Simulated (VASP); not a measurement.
# Settings for MgH₂: relaxation of the atoms

MgH₂, P1 (no. 1), 12 atoms in the cell. PBE, relaxation of the atoms; PAW potentials Mg, H (PBE set). VASP 6.6.1.

Wanted: energy within 1 meV/atom; two shortest distances of each atom within 0.01 Å.

POSCAR:
```
MgH2
1.0
    5.3007680000      0.0000000000      0.0000000000
    0.0000000000      3.1133290000      0.0000000000
    0.0000000000      0.0000000000      5.9967950000
Mg H
4 8
Direct
    0.7575230000      0.7662260000      0.8983860000
    0.2329420000      0.2680900000      0.1062440000
    0.2459880000      0.7608740000      0.6052990000
    0.7538190000      0.2485750000      0.4008850000
    0.8527620000      0.2443170000      0.0669140000
    0.1484200000      0.7488260000      0.9197930000
    0.3521680000      0.2422190000      0.4232660000
    0.6369910000      0.7767400000      0.5841140000
   -0.0113390000      0.7059060000      0.3288960000
    0.9733660000      0.2526970000      0.6672500000
    0.5517770000      0.7231960000      0.1603770000
    0.5055840000      0.2623340000      0.8385760000
```

The series start from Force threshold EDIFFG (eV/Å): -0.02; Electronic threshold EDIFF (eV): 1e-6; Relaxation method: conjugate gradient, POTIM 0.5; Mixing and least electronic steps: default. Each series keeps the choices made before it, and each single choice may use up half of a tolerance.

## Force threshold EDIFFG (eV/Å)

| Force threshold EDIFFG (eV/Å) | Energy less reference (meV/atom) | Two shortest distances of each atom, largest deviation (Å) | Time (s) |
|---|---|---|---|
| -0.1 | 0.8 | 0.038 | 16 |
| -0.05 | 0.3 | 0.025 | 19 |
| -0.03 | 0.0 | 0.010 | 27 |
| -0.02 | 0.0 | 0.010 | 27 |
| -0.01 | 0.0 | 0.006 | 30 |
| -0.005 | 0.0 | 0.001 | 36 |
| -0.002 (reference) | 0.0 | 0.000 | 39 |

Chosen: -0.005, the loosest value from which every tighter one stays within half of the tolerance.

## Electronic threshold EDIFF (eV)

| Electronic threshold EDIFF (eV) | Energy less reference (meV/atom) | Two shortest distances of each atom, largest deviation (Å) | Time (s) |
|---|---|---|---|
| 0.001 | 0.0 | 0.001 | 21 |
| 0.0001 | 0.0 | 0.001 | 20 |
| 1e-5 | 0.0 | 0.000 | 23 |
| 1e-6 | 0.0 | 0.000 | 36 |
| 1e-7 (reference) | 0.0 | 0.000 | 31 |

Chosen: 0.001.

## Relaxation method

| Relaxation method | Energy less reference (meV/atom) | Two shortest distances of each atom, largest deviation (Å) | Time (s) |
|---|---|---|---|
| conjugate gradient, POTIM 0.5 | 0.0 | 0.000 | 21 |
| conjugate gradient, POTIM 0.2 | 0.0 | 0.001 | 23 |
| conjugate gradient, POTIM 1.0 | 0.0 | 0.000 | 19 |
| quasi-Newton, POTIM 0.5 | 0.0 | 0.001 | 20 |
| quasi-Newton, POTIM 0.3, 10 steps kept | 0.0 | 0.003 | 18 |
| quasi-Newton, POTIM 0.5, at least 5 electronic steps | 0.0 | 0.002 | 29 |
| damped dynamics, POTIM 0.2, SMASS 0.4 | 0.0 | 0.003 | 25 |
| damped dynamics, POTIM 0.4, SMASS 0.8 | 0.0 | 0.003 | 29 |
| velocity quench, POTIM 0.1 | 0.0 | 0.002 | 17 |

Chosen: velocity quench, POTIM 0.1; it saves 4.3 s of 21, so conjugate gradient, POTIM 0.5 would do nearly as well.

## Mixing and least electronic steps

| Mixing and least electronic steps | Energy less reference (meV/atom) | Two shortest distances of each atom, largest deviation (Å) | SCF iterations | Time (s) |
|---|---|---|---|---|
| default | 0.0 | 0.000 | 50 | 17 |
| MAXMIX 40 | 0.0 | 0.001 | 56 | 20 |
| NELMIN 4 | 0.0 | 0.001 | 98 | 26 |
| NELMIN 4, MAXMIX 40 | 0.0 | 0.001 | 86 | 23 |
| ALGO Fast | 0.0 | 0.000 | 58 | 19 |

Chosen: default; no other choice that stays within half of the tolerance saves 30 % of the time.

## All choices together

| Input | Energy less reference (meV/atom) | Two shortest distances of each atom, largest deviation (Å) | Time (s) |
|---|---|---|---|
| program defaults (naive) | 0.0 | 0.008 | 22 |
| chosen settings | 0.0 | 0.002 | 17 |
| reference settings throughout | 0.0 | 0.000 | 32 |

The tolerance is met.

## The input

INCAR:
```
SYSTEM = MgH2
ALGO = Normal
EDIFF = 0.001
EDIFFG = -0.005
ENCUT = 300
IBRION = 3
ISIF = 2
ISMEAR = 0
KPAR = 4
LASPH = .True.
LCHARG = .False.
LREAL = .False.
LWAVE = .False.
NELM = 100
NSW = 150
POTIM = 0.1
PREC = Normal
SIGMA = 0.05
```

KPOINTS:
```
k-points
0
Gamma
  3 5 3
```

Commands:
```
cat potpaw_PBE.64/Mg/POTCAR potpaw_PBE.64/H/POTCAR > POTCAR
mpirun -np 4 vasp_std > vasp.out
```

The naive input happens to agree within the tolerance here, in 22 s.

Limits: the start was distorted on purpose (atoms moved at random), so the space group given is the start's and not the crystal's.

The chosen input took VASP 6.6.1 17 s on 4 cores (AMD EPYC 9R14 (Zen 4)), a shared host.

## An input that fails: ionic step far too long

VASP's message: internal error in: us.F  at line: 1398 internal ERROR SETYLM_AUG: -33 5 159 15 -34 4 4 If you are not a developer, you should not encounter this problem. Please submit a bug report.

Changes against the starting input:
```
- NELM = 100
- IBRION = 2
- NSW = 150
- POTIM = 0.5
+ NELM = 60
+ IBRION = 3
+ NSW = 30
+ POTIM = 5.0
+ SMASS = 0.4
```
